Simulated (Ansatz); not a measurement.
**Zone-centre phonons of ZrN at 6 GPa: input and output**

Method: DFT PBE, scalar-relativistic, plane waves, PAW (Ansatz 0.2.0).

Launched with:
```bash
ansatz run input.yaml --threads 1 --pin off --max-ram 3072MiB --backend cpu --events-out ev --progress --plain --runs-dir out
```

Input (bare energies are in eV):
```yaml
crystal:
  lattice:
    - [0.0, 2.280330232, 2.280330232]
    - [2.280330232, 0.0, 2.280330232]
    - [2.280330232, 2.280330232, 0.0]
  atoms:
    - { symbol: Zr, position: [0.0, 0.0, 0.0] }
    - { symbol: "N", position: [0.5, 0.5, 0.5] }
basis:
  ecutwfc: 420
kpoints:
  mp_grid: { grid: [16, 16, 16] }
hamiltonian:
  xc: pbe
scf:
  occupations: { method: fermi_dirac, width: 0.15 }
output:
  eigenvalues: true
phonons:
  method: dfpt
  eigenvectors: true
```

The end of the output:
```
--- Phonons (Γ-DFPT): 2 representative perturbations + reference, on 349 of 4096 k-points (Σ response iterations 6) ---
  k mesh reduced under 8 symmetry operations, with k and −k counted as one. Each operation leaves every solved perturbation unchanged. A smaller set is not used because it would not reduce the number of displacements ...
  ASR residual: 3.714e-4 → 0.000e0 eV/Å²; symmetrization residual: 1.349e-6 eV/Å²
  ASR residual per site (eV/Å²): 3.71e-4 9.07e-5
  Γ frequencies (cm⁻¹): 0.00 0.00 0.00 496.95 496.95 496.95
  non-analytic LO–TO correction: not included (Born effective charges unavailable; polar crystals: no LO–TO splitting at Γ)
```

It took 15 s on 1 thread of Intel(R) Xeon(R) 6975P-C (Granite Rapids) (shared host), peak memory 0.67 GiB.

In a metal, frequencies and elastic constants depend on the k mesh and the smearing, soft modes and shear constants most.